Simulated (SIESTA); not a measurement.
TiCo: band structure with PBE

TiCo:

```
CELL_PARAMETERS angstrom
2.98611 0.00000 0.00000
0.00000 2.98611 0.00000
0.00000 0.00000 2.98611
ATOMIC_POSITIONS crystal
Co 0.50000 0.50000 0.50000
Ti 0.00000 0.00000 0.00000
```

The cell comes from a database or a generator and needn't be the stable form of this composition.

```json
{
  "Program": "SIESTA 5.4.2",
  "Task": "band structure",
  "Functional": "PBE",
  "Potentials or basis": "SPMS 1.0 (PBE files) or PseudoDojo by element",
  "Basis": "DZP (energy shift 0.003 Ry; two zetas on semicore shells)",
  "Grid cutoff": "800 Ry",
  "Energy shift": "0.003 Ry",
  "k mesh": "9 × 9 × 9",
  "Occupations": "fermi-dirac, width 0.05 eV",
  "Spin": "collinear spin, ferromagnetic start",
  "Starting moments": "[2.0, 1.0] μB"
}
```

```yaml
Pressure: -3.2 GPa
Band_gap_on_the_k_mesh: none (metal or under the smearing width)
Net_moment: 0.72 μB per cell
Site_moments: Co +0.81; Ti -0.08 μB
```

Levels at the corners of the path, in eV from the Fermi level:
Spin up:
```csv
point,band 13,band 14,band 15,band 16,band 17,band 18
Γ,-1.85,-1.85,0.50,0.50,2.69,2.69
X,-1.95,-1.48,-0.74,-0.52,0.65,0.65
M,-1.40,-0.71,0.67,0.67,1.12,2.48
Γ,-1.85,-1.85,0.50,0.50,2.69,2.69
R,-2.15,-2.15,-1.37,-1.37,3.21,3.21
X,-1.95,-1.48,-0.74,-0.52,0.65,0.65
M,-1.40,-0.71,0.67,0.67,1.12,2.48
R,-2.15,-2.15,-1.37,-1.37,3.21,3.21
```
Spin down:
```tsv
point	band 10	band 11	band 12	band 13	band 14	band 15	band 16	band 17	band 18	band 19
Γ	-3.62	-3.62	-1.34	-1.34	-1.34	0.96	0.96	2.78	2.78	2.78
X	-3.89	-1.93	-1.41	-1.41	-0.90	-0.84	0.48	0.64	0.64	2.25
M	-3.67	-2.32	-2.32	-0.14	0.19	0.61	0.61	1.26	2.65	2.65
Γ	-3.62	-3.62	-1.34	-1.34	-1.34	0.96	0.96	2.78	2.78	2.78
R	-2.34	-2.34	-2.16	-2.16	-2.16	-0.11	-0.11	3.14	3.14	8.53
X	-3.89	-1.93	-1.41	-1.41	-0.90	-0.84	0.48	0.64	0.64	2.25
M	-3.67	-2.32	-2.32	-0.14	0.19	0.61	0.61	1.26	2.65	2.65
R	-2.34	-2.34	-2.16	-2.16	-2.16	-0.11	-0.11	3.14	3.14	8.53
```

It took 3 min on 1 thread of Intel(R) Xeon(R) 6975P-C (Granite Rapids), with other jobs on the host, peak memory 0.39 GiB.

Caveat: short orbitals over semicore shells can move pressures by several GPa; the valence orbitals were made in a potential fitted to the semicore shell under them, which widens gaps by tenths of an eV or more; the basis of atomic orbitals isn't converged, which shifts pressures, moduli and gaps.
